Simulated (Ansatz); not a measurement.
Crystal: Au.

```
Au
1.0
     0.00000    2.03500    2.03500
     2.03500    0.00000    2.03500
     2.03500    2.03500    0.00000
Au
1
Cartesian
  0.0000 0.0000 0.0000
```

Base run:

```yaml
Program: Ansatz 0.2.0
Functional: PBE
Potentials_or_basis: Ansatz PAW
Cutoff: "420 eV (not typed: the program's choice for these potentials)"
k_mesh: 11 × 11 × 11
Occupations: fermi-dirac, width 0.05 eV
Spin: spin-orbit coupling, no magnetisation
```

Its results: band gap on the k mesh none (metal or under the smearing width); pressure 9.3 GPa.

Q: After a change of settings the same cell gave: band gap on the k mesh none (metal or under the smearing width); pressure 10.8 GPa. Which change was it?
A. cutoff from 420 eV (not typed: the program's choice for these potentials) to 800 eV; spin from spin-orbit coupling, no magnetisation to no spin polarisation; potential files from those of the base run to others of the same set
B. functional from PBE to r2SCAN; cutoff from 420 eV (not typed: the program's choice for these potentials) to 500 eV (not typed: the program's choice for these potentials)
C. functional from PBE to r2SCAN; cutoff from 420 eV (not typed: the program's choice for these potentials) to 500 eV (not typed: the program's choice for these potentials); spin from spin-orbit coupling, no magnetisation to no spin polarisation; potential files from those of the base run to others of the same set
D. functional from PBE to exchange-only PBE; spin from spin-orbit coupling, no magnetisation to no spin polarisation; potential files from those of the base run to others of the same set

A: A.
